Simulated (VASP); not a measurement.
Given:

```xyz
2
Lattice="0.0000 3.0602 3.0602 3.0602 0.0000 3.0602 3.0602 3.0602 0.0000" Properties=species:S:1:pos:R:3 pbc="T T T"
Al     0.0000     0.0000     0.0000
Sb     1.5301     1.5301     1.5301
```

Method: LDA (Ceperley-Alder, Perdew-Zunger), VASP's LDA PAW potentials (set 64) (plane waves; VASP). Run with 400 eV cut-off, Gaussian smearing of 0.050 eV, potentials Al Sb.

Unless said otherwise, spin-orbit coupling is left out, though it shifts the bands of the heavy elements here.

**Question.** What does the run give for the band gap (along the path) with the smallest direct gap where there is one?

**Answer.** 
| Quantity | Result |
|---|---|
| band gap (along the path) | 1.12 eV |
| smallest direct gap (along the path) | 1.53 eV |

Only differences to runs with the same potentials and settings are physical.

The compound is AlSb in the zinc blende structure. It was relaxed first.
